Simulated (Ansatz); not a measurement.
# ZnS (Wurtzite-2H) (P6_3mc) in Ansatz: notebook

Runs on ZnS (Wurtzite-2H). Level: PBE. Tasks: single point.

All numbers are computed with Ansatz 0.2.0; they aren't measurements. Logs are shortened: lines on timing, memory, paths and dates and some standing lists are left out, and cuts for length are marked.

**Measured values to compare with.**

A printed reference work, monograph reports, for a bulk crystal of ZnS at 4 K: band gap 3.911 eV (direct).

The runs below are set against these values where they give the same quantity.

### Step 1. The crystal as given

It takes space group P6_3mc (No. 186, hexagonal). The conventional cell has a = 3.811 Å, b = 3.811 Å, c = 6.234 Å, α = 90.00°, β = 90.00°, γ = 120.00°. Zn (site symmetry 3m) has 4 S at 2.31 to 2.40 Å as nearest neighbours. Around S (site symmetry 3m) lie 4 Zn at 2.31 to 2.40 Å.

### Step 2. Single point, PBE

Input file input.yaml:

```yaml
crystal:
  lattice:
    - [3.811, 0.0, 0.0]
    - [-1.9055, 3.3004228138, 0.0]
    - [0.0, 0.0, 6.234]
  atoms:
    - { symbol: Zn, position: [0.6666666667, 0.3333333333, 0.5] }
    - { symbol: Zn, position: [0.3333333333, 0.6666666667, 0.0] }
    - { symbol: S, position: [0.6666666667, 0.3333333333, 0.885] }
    - { symbol: S, position: [0.3333333333, 0.6666666667, 0.385] }
hamiltonian:
  xc: pbe
  pseudopotentials: { kind: paw }
kpoints:
  mp_grid: { grid: [8, 8, 5] }
scf:
  occupations: { method: gaussian, width: 0.017 }
output:
  forces: true
  stress: true
  eigenvalues: true
  write_density: true
  write_potential: true
  elf: true
  volumetric_format: npy
```

Potentials or basis: Ansatz PAW.

On the command line:

```sh
$ ansatz run input.yaml --threads 2 --pin off --max-ram 5632MiB --backend cpu --events-out ev --progress --plain --runs-dir out
```

The log of the run:

```text
Warning: RAYON_NUM_THREADS=2 ignored (pool sized by the plan → 2); use --threads N
Engine: ansatz 0.2.0, x86_64-unknown-linux-gnu
Pseudopotentials: kind: paw
Pseudopotential: Zn, paw, valence charge 12, recommended cutoff 420 eV (normal), Zn.paw.azcp
Pseudopotential: S, paw, valence charge 6, recommended cutoff 420 eV (normal), S.paw.azcp
Functional definition: PBE
  parameter kappa = 0.804
  parameter beta = 0.06672455060314922
  exchange = pbe_x(kappa = kappa, mu = beta*pi^2/3)
  correlation = pbe_c(beta = beta)
Crystal: 4 atoms, lattice volume = 78.411 Å³
Basis set: ecut = 420 eV, 1521 PW (Γ), exchange–correlation on 54×54×90 points (8 copies of the dense FFT grid, shifted against one another)
Bands: 22, of which v1, the nominal top of the filled ones, is band 18 counted from 1 (17 counted from 0)
Symmetry: 12 space group operations
Space group: P63mc (ITA 186), of the structure as read, at distance tolerance 4.3e-5 Å
k-points: 30 of 320 (time reversal used)
Non-local potential: Zn, projectors of the file, l = 0: 2, l = 1: 2, l = 2: 3, l = 3: 1
Non-local potential: S, projectors of the file, l = 0: 2, l = 1: 2, l = 2: 2
PAW form: soft (Blöchl's): semilocal exchange-correlation on the pseudo side does not see the compensation charge
PAW one-centre angular grid: Zn, 590 points (default); XC on 64 Gauss nodes
PAW one-centre angular grid: S, 110 points (default); XC on 64 Gauss nodes
Initial density: superposition of atomic densities (neutral atoms: chi_scale 0, normalization atom), corrected by the library's trained network
Initial wavefunctions: pseudopotential atomic-orbital guess
Functional: x = pbe(κ = 0.804, μ = 0.2195149727645171), c = pbe(β = 0.06672455060314922)
SCF iter   1: F=—  HF=-8445.420092 eV  |F-HF|=—  |Δ(HF+E_count)|=         —  Δρ=5.12e-4  dr2=1.81e-4  ethr=1.77e-3  ⟨swp⟩=6.3  Hψ=3310  notcnv=0
preconditioner: auto → Resta (q_TF=auto, 2.396 Å⁻¹)  ε∞=6.6  [insulator: Δε(μ)=2.242 eV  Ē_g=10.665 eV  σ=0.017 eV  W_gap=1.00  n_scr=22 (ndim 8)  ℏωp=25.2 eV  f_vac=0.040  D(μ)=0.00/eV (n_scr^D=0)  ε∞_Penn≈6.6]
SCF iter   2: F=—  HF=-8445.420417 eV  |F-HF|=—  |Δ(HF+E_count)|=   3.25e-4  Δρ=4.25e-4  dr2=1.11e-4  ethr=5.02e-7  ⟨swp⟩=2.6  Hψ=1594  notcnv=0
SCF iter   3: F=—  HF=-8445.420501 eV  |F-HF|=—  |Δ(HF+E_count)|=   8.42e-5  Δρ=1.52e-4  dr2=1.23e-5  ethr=3.09e-7  ⟨swp⟩=2.0  Hψ=1158  notcnv=0
SCF iter   4: F=—  HF=-8445.420442 eV  |F-HF|=—  |Δ(HF+E_count)|=   5.93e-5  Δρ=7.59e-5  dr2=5.04e-6  ethr=3.43e-8  ⟨swp⟩=2.0  Hψ=1198  notcnv=0
SCF iter   5: F=—  HF=-8445.420441 eV  |F-HF|=—  |Δ(HF+E_count)|=   5.97e-7  Δρ=3.10e-5  dr2=6.63e-7  ethr=1.40e-8  ⟨swp⟩=2.0  Hψ=1045  notcnv=0
SCF iter   6: F=-8445.420442 eV  HF=-8445.420442 eV  |F-HF|=1.94e-8  |Δ(HF+E_count)|=   3.88e-7  Δρ=1.12e-5  dr2=7.71e-8  ethr=2.78e-10  ⟨swp⟩=6.1  Hψ=4590  notcnv=0
SCF 1 converged in 6 iterations: F = -8445.420442 eV  dr2 = 7.71e-8
SCF converged after 6 iterations
Free energy (F): -8445.420442 eV
Harris-Foulkes:  -8445.420442 eV  (|F-HF|=1.94e-8)
Internal energy: -8445.420442 eV  (E = F + TS)
E sigma→0 (E₀):  -8445.420442 eV
Fermi energy:    6.989855 eV
--- Per-component energies (eV) ---
  E_band       = 12.308479
  E_kinetic    = 477.241459
  E_local      = -4081.370010  (includes V_loc(G=0)·N_el)
  E_nonlocal   = 1285.435634
  E_hartree    = 1707.470524
  E_xc         = -469.097845
  E_vxc        = -279.503124  (∫ρ·V_xc dr)
  E_paw        = -4856.936042  (= ΣΔE_a)
  E_vpaw       = -804.430915  (= ΣTr[D̂ρ^β])
  E_aug_tail   = -0.000743  (compensation charges beyond the density's cutoff)
  E_ewald      = -2508.163419
  E_smearing   = -0.000000  (= −TS)
  E_closure    = 0.000000  (closes the sum)
  Σ components = -8445.420442   (vs F -8445.420442, Δ=0.00e0)
--- Forces (eV/Å), atoms counted from 1 ---
  atom   1  Zn     0.00000000     0.00000000     0.31948441
  atom   2  Zn    -0.00000000    -0.00000000     0.31948441
  atom   3  S     -0.00000000     0.00000000    -0.31949231
  atom   4  S     -0.00000000    -0.00000000    -0.31949231
  max |Σ_I F_I| component: 1.58e-5 eV/Å
--- Stress (GPa, compression-positive) ---
        3.006779       0.000000       0.000000
        0.000000       3.006779      -0.000000
        0.000000       0.000000       0.982148
  P = ⅓ Tr σ = 2.3319 GPa (23.319 kbar)
--- Band table (eV; the first three rows and the last of 30) ---
  k-point 0: bands = ["-7.3305", "-6.4063", "-0.4999", "-0.4999", "-0.4354", "-0.4354", "-0.4266", "-0.0180", "-0.0180", "0.0619", "0.0619", "0.2205", "0.7008", "5.0088", "5.0088", "5.8552", "5.8552", "5.8660", "8.1137", "8.8581", "12.1424", "12.1424"]
  k-point 1: bands = ["-7.2544", "-6.5097", "-0.4961", "-0.4961", "-0.4440", "-0.4440", "-0.4313", "-0.1077", "-0.0085", "-0.0085", "0.0562", "0.0562", "1.3513", "5.0837", "5.0837", "5.0968", "5.7677", "5.7677", "8.7671", "8.9651", "12.1811", "12.1956"]
  k-point 2: bands = ["-7.0451", "-6.7624", "-0.4838", "-0.4838", "-0.4639", "-0.4639", "-0.4241", "-0.3446", "0.0145", "0.0145", "0.0393", "0.0393", "2.4679", "3.7769", "5.2852", "5.2852", "5.5460", "5.5460", "9.2423", "9.3900", "12.2364", "12.3987"]
  k-point 29: bands = ["-6.1718", "-6.1282", "-0.3653", "-0.3139", "-0.3071", "-0.2474", "-0.1312", "-0.1289", "-0.0062", "-0.0033", "0.2945", "0.3401", "1.0565", "1.1854", "2.6987", "3.1776", "4.3840", "4.6174", "10.2942", "10.6122", "11.9025", "12.3172"]
```

Run time: 6 s. Hardware: 2 threads of Intel Xeon at 2.50GHz (Skylake/Cascade Lake), shared host; peak memory 0.37 GiB.

What came out:

* Free energy: -8445.4204 eV
* Pressure: 2.3 GPa
* Largest force: 0.319 eV/Å
* Band gap on the k mesh: 2.25 eV, direct

Forces in eV/Å, atoms in the order of the input:
```
Zn   0.000  0.000  0.319
Zn   0.000  0.000  0.319
S    0.000  0.000 -0.319
S    0.000  0.000 -0.319
```

Stress tensor (GPa, compression positive):
```
3.01 0.00 0.00
0.00 3.01 0.00
0.00 0.00 0.98
```

Levels at points of the mesh, in eV from the valence-band top:
```
            k point  band 14  band 15  band 16  band 17  band 18  band 19  band 20  band 21  band 22
 (0.00, 0.00, 0.00)    -0.86    -0.86    -0.01    -0.01     0.00     2.25     2.99     6.28     6.28
(0.00, -0.50, 0.00)    -4.21    -3.16    -2.25    -1.56    -0.98     3.61     4.26     5.17     7.11
```

Caveat: odd divisions of the mesh miss points on the zone boundary, where band edges often lie, so the gap on the mesh can be too wide.

### Step 3. Single point, PBE

Edit input.yaml of step 2 so:

```diff
@@ -16,3 +16,3 @@
 scf:
-  occupations: { method: gaussian, width: 0.017 }
+  occupations: { method: gaussian, width: 0.018 }
 output:
@@ -21,5 +21 @@
   eigenvalues: true
-  write_density: true
-  write_potential: true
-  elf: true
-  volumetric_format: npy
```

Potentials or basis: Ansatz PAW.

On the command line:

```sh
$ ansatz run input.yaml --threads 2 --pin off --max-ram 5632MiB --backend cpu --events-out ev --progress --plain --runs-dir out
```

The log of the run:

```text
Warning: RAYON_NUM_THREADS=2 ignored (pool sized by the plan → 2); use --threads N
[... 9 set-up lines as earlier in the session ...]
Crystal: 4 atoms, lattice volume = 78.411 Å³
Basis set: ecut = 420 eV, 1521 PW (Γ), exchange–correlation on 54×54×90 points (8 copies of the dense FFT grid, shifted against one another)
Bands: 22, of which v1, the nominal top of the filled ones, is band 18 counted from 1 (17 counted from 0)
[... 2 set-up lines as earlier in the session ...]
k-points: 30 of 320 (time reversal used)
[... 8 set-up lines as earlier in the session ...]
SCF iter   1: F=—  HF=-8445.420092 eV  |F-HF|=—  |Δ(HF+E_count)|=         —  Δρ=5.12e-4  dr2=1.81e-4  ethr=1.77e-3  ⟨swp⟩=6.3  Hψ=3310  notcnv=0
preconditioner: auto → Resta (q_TF=auto, 2.396 Å⁻¹)  ε∞=6.6  [insulator: Δε(μ)=2.242 eV  Ē_g=10.665 eV  σ=0.018 eV  W_gap=1.00  n_scr=22 (ndim 8)  ℏωp=25.2 eV  f_vac=0.040  D(μ)=0.00/eV (n_scr^D=0)  ε∞_Penn≈6.6]
SCF iter   2: F=—  HF=-8445.420417 eV  |F-HF|=—  |Δ(HF+E_count)|=   3.25e-4  Δρ=4.25e-4  dr2=1.11e-4  ethr=5.02e-7  ⟨swp⟩=2.6  Hψ=1593  notcnv=0
SCF iter   3: F=—  HF=-8445.420501 eV  |F-HF|=—  |Δ(HF+E_count)|=   8.42e-5  Δρ=1.52e-4  dr2=1.23e-5  ethr=3.09e-7  ⟨swp⟩=2.0  Hψ=1158  notcnv=0
SCF iter   4: F=—  HF=-8445.420442 eV  |F-HF|=—  |Δ(HF+E_count)|=   5.93e-5  Δρ=7.59e-5  dr2=5.04e-6  ethr=3.43e-8  ⟨swp⟩=2.0  Hψ=1198  notcnv=0
SCF iter   5: F=—  HF=-8445.420441 eV  |F-HF|=—  |Δ(HF+E_count)|=   5.97e-7  Δρ=3.10e-5  dr2=6.63e-7  ethr=1.40e-8  ⟨swp⟩=2.0  Hψ=1045  notcnv=0
SCF iter   6: F=-8445.420442 eV  HF=-8445.420442 eV  |F-HF|=1.94e-8  |Δ(HF+E_count)|=   3.88e-7  Δρ=1.12e-5  dr2=7.70e-8  ethr=2.78e-10  ⟨swp⟩=2.9  Hψ=2688  notcnv=0
SCF 1 converged in 6 iterations: F = -8445.420442 eV  dr2 = 7.70e-8
SCF converged after 6 iterations
Free energy (F): -8445.420442 eV
Harris-Foulkes:  -8445.420442 eV  (|F-HF|=1.94e-8)
Internal energy: -8445.420442 eV  (E = F + TS)
E sigma→0 (E₀):  -8445.420442 eV
Fermi energy:    6.989855 eV
--- Per-component energies (eV) ---
  E_band       = 12.308479
  E_kinetic    = 477.241458
  E_local      = -4081.370010  (includes V_loc(G=0)·N_el)
  E_nonlocal   = 1285.435633
  E_hartree    = 1707.470524
  E_xc         = -469.097844
  E_vxc        = -279.503124  (∫ρ·V_xc dr)
  E_paw        = -4856.936041  (= ΣΔE_a)
  E_vpaw       = -804.430913  (= ΣTr[D̂ρ^β])
  E_aug_tail   = -0.000743  (compensation charges beyond the density's cutoff)
  E_ewald      = -2508.163419
  E_smearing   = -0.000000  (= −TS)
  E_closure    = -0.000000  (closes the sum)
  Σ components = -8445.420442   (vs F -8445.420442, Δ=0.00e0)
--- Forces (eV/Å), atoms counted from 1 ---
  atom   1  Zn     0.00000000     0.00000000     0.31948182
  atom   2  Zn    -0.00000000    -0.00000000     0.31948182
  atom   3  S      0.00000000     0.00000000    -0.31949220
  atom   4  S      0.00000000    -0.00000000    -0.31949220
  max |Σ_I F_I| component: 2.08e-5 eV/Å
--- Stress (GPa, compression-positive) ---
        3.006778       0.000000       0.000000
        0.000000       3.006778       0.000000
        0.000000      -0.000000       0.982156
  P = ⅓ Tr σ = 2.3319 GPa (23.319 kbar)
--- Band table (eV; the first three rows and the last of 30) ---
  k-point 0: bands = ["-7.3305", "-6.4063", "-0.4999", "-0.4999", "-0.4354", "-0.4354", "-0.4266", "-0.0180", "-0.0180", "0.0619", "0.0619", "0.2205", "0.7008", "5.0088", "5.0088", "5.8552", "5.8552", "5.8660", "8.1137", "8.8581", "12.1424", "12.1424"]
  k-point 1: bands = ["-7.2544", "-6.5097", "-0.4961", "-0.4961", "-0.4440", "-0.4440", "-0.4313", "-0.1077", "-0.0085", "-0.0085", "0.0562", "0.0562", "1.3513", "5.0837", "5.0837", "5.0968", "5.7677", "5.7677", "8.7671", "8.9651", "12.1811", "12.1956"]
  k-point 2: bands = ["-7.0451", "-6.7624", "-0.4838", "-0.4838", "-0.4639", "-0.4639", "-0.4241", "-0.3446", "0.0145", "0.0145", "0.0393", "0.0393", "2.4679", "3.7769", "5.2852", "5.2852", "5.5460", "5.5460", "9.2423", "9.3900", "12.2364", "12.3987"]
  k-point 29: bands = ["-6.1718", "-6.1282", "-0.3653", "-0.3139", "-0.3071", "-0.2474", "-0.1312", "-0.1289", "-0.0062", "-0.0033", "0.2945", "0.3401", "1.0565", "1.1854", "2.6987", "3.1776", "4.3840", "4.6174", "10.2942", "10.6122", "11.9026", "12.3172"]
```

Run time: 4.8 s. Hardware: 2 threads of Intel Xeon at 2.50GHz (Skylake/Cascade Lake), shared host; peak memory 0.35 GiB.

Results:

- Free energy: -8445.4204 eV
- Pressure: 2.3 GPa
- Largest force: 0.319 eV/Å
- Band gap on the k mesh: 2.25 eV, direct

Forces on the atoms (eV/Å):
```
Zn   0.000  0.000  0.319
Zn   0.000  0.000  0.319
S    0.000  0.000 -0.319
S    0.000  0.000 -0.319
```

Caveat: odd divisions of the mesh miss points on the zone boundary, where band edges often lie, so the gap on the mesh can be too wide.

### Step 4. Single point, PBE

Edit input.yaml of step 3 so:

```diff
@@ -16,3 +16,3 @@
 scf:
-  occupations: { method: gaussian, width: 0.018 }
+  occupations: { method: gaussian, width: 0.019 }
 output:
```

On the command line:

```sh
$ ansatz run input.yaml --threads 2 --pin off --max-ram 5632MiB --backend cpu --events-out ev --progress --plain --runs-dir out
```

Wall time 4.9 s (2 threads of Intel Xeon at 2.50GHz (Skylake/Cascade Lake), shared host); peak memory 0.35 GiB.

It converged, with:

| Property | Result |
| --- | --- |
| Free energy | -8445.4204 eV |
| Pressure | 2.3 GPa |
| Largest force | 0.319 eV/Å |
| Band gap on the k mesh | 2.25 eV, direct |

Forces in eV/Å, atoms in the order of the input:
```
Zn   0.000  0.000  0.319
Zn   0.000  0.000  0.319
S    0.000  0.000 -0.319
S    0.000  0.000 -0.319
```

Stress tensor (GPa, compression positive):
```
3.01 0.00 0.00
0.00 3.01 0.00
0.00 0.00 0.98
```

Levels at points of the mesh, in eV from the valence-band top:
```tsv
k point	band 16	band 17	band 18	band 19	band 20	band 21
(0.00, 0.00, 0.00)	-0.01	-0.01	0.00	2.25	2.99	6.28
(0.00, -0.50, 0.00)	-2.25	-1.56	-0.98	3.61	4.26	5.17
```

Caveat: odd divisions of the mesh miss points on the zone boundary, where band edges often lie, so the gap on the mesh can be too wide.

### Step 5. Single point, PBE

Edit input.yaml of step 4 so:

```diff
@@ -16,3 +16,3 @@
 scf:
-  occupations: { method: gaussian, width: 0.019 }
+  occupations: { method: gaussian, width: 0.02 }
 output:
@@ -21 +21,5 @@
   eigenvalues: true
+  write_density: true
+  write_potential: true
+  elf: true
+  volumetric_format: npy
```

On the command line:

```sh
$ ansatz run input.yaml --threads 2 --pin off --max-ram 5632MiB --backend cpu --events-out ev --progress --plain --runs-dir out
```

Wall time 5.9 s (2 threads of Intel Xeon at 2.50GHz (Skylake/Cascade Lake), shared host); peak memory 0.36 GiB.

It converged, with:

```
Free energy            : -8445.4204 eV
Pressure               : 2.3 GPa
Largest force          : 0.319 eV/Å
Band gap on the k mesh : 2.25 eV, direct
```

Forces on the atoms (eV/Å):
```
Zn   0.000  0.000  0.319
Zn   0.000  0.000  0.319
S    0.000  0.000 -0.319
S    0.000  0.000 -0.319
```

Stress tensor (GPa, compression positive):
```
3.01 0.00 0.00
0.00 3.01 0.00
0.00 0.00 0.98
```

Levels at points of the mesh, in eV from the valence-band top:
```csv
k point,band 15,band 16,band 17,band 18,band 19,band 20,band 21,band 22
"(0.00, 0.00, 0.00)",-0.86,-0.01,-0.01,0.00,2.25,2.99,6.28,6.28
"(0.00, -0.50, 0.00)",-3.16,-2.25,-1.56,-0.98,3.61,4.26,5.17,7.11
```

Caveat: odd divisions of the mesh miss points on the zone boundary, where band edges often lie, so the gap on the mesh can be too wide.

(Continued in part 2 of 2.)
